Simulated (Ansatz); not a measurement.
**TePb: single point with PBE**

TePb:

```
Pb Te
1.0
     0.00000    3.23100    3.23100
     3.23100    0.00000    3.23100
     3.23100    3.23100    0.00000
Pb Te
1 1
Direct
  0.00000 0.00000 0.00000
  0.50000 0.50000 0.50000
```

- Program: Ansatz 0.2.0
- Task: single point
- Functional: PBE
- Potentials or basis: Ansatz PAW
- Cutoff: 420 eV (not typed: the program's choice for these potentials)
- k mesh: 7 × 7 × 7
- Occupations: gaussian, width 0.026 eV
- Spin: no spin polarisation

The pressure is 2.1 GPa.

Levels at points of the mesh, in eV from the Fermi level:
| k point | band 13 | band 14 | band 15 | band 16 | band 17 | band 18 |
| --- | --- | --- | --- | --- | --- | --- |
| (0.00, 0.00, 0.00) | -1.75 | -1.75 | -1.75 | 3.68 | 3.68 | 3.68 |

It took 2.4 s on 2 threads of Arm Neoverse N1, on a shared host, peak memory 0.34 GiB.

Caveat: this odd mesh misses L, where the gap lies, so gap, dielectric constants and Born charges aren't listed. The run has no spin-orbit coupling, so splittings on Pb, Te are missing.
